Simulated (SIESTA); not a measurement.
# ZrC: equation of state with PBE

The system is ZrC.

```xyz
2
Lattice="0.0000 2.3650 2.3650 2.3650 0.0000 2.3650 2.3650 2.3650 0.0000" Properties=species:S:1:pos:R:3 pbc="T T T"
Zr    2.3650    2.3650    2.3650
C     0.0000    0.0000    0.0000
```

```yaml
Program: SIESTA 5.4.2
Task: equation of state
Functional: PBE
Potentials_or_basis: PseudoDojo 0.4 standard (PBE files)
Basis: DZP (energy shift 0.003 Ry; two zetas on semicore shells)
Grid_cutoff: 800 Ry
Energy_shift: 0.003 Ry
k_mesh: 10 × 10 × 10
Occupations: fermi-dirac, width 0.05 eV
Spin: no spin polarisation
```

| Item | Value |
| --- | --- |
| Equilibrium volume | 13.17 Å³/atom |
| Bulk modulus | 222 GPa |
| Pressure derivative of the bulk modulus | 4.3 |

Energy against volume, from the lowest point:
| volume (Å³/atom) | energy (meV/atom) |
| --- | --- |
| 12.434 | 31.25 |
| 12.699 | 12.15 |
| 12.963 | 2.11 |
| 13.228 | 0.00 |
| 13.493 | 5.07 |
| 13.757 | 16.72 |
| 14.022 | 34.16 |

All runs of the series together: 15 min on 1 thread of Intel(R) Xeon(R) Platinum 8259CL CPU @ 2.50GHz (Skylake/Cascade Lake) (shared host).

Caveat: the basis of atomic orbitals isn't converged, which shifts pressures, moduli and gaps.
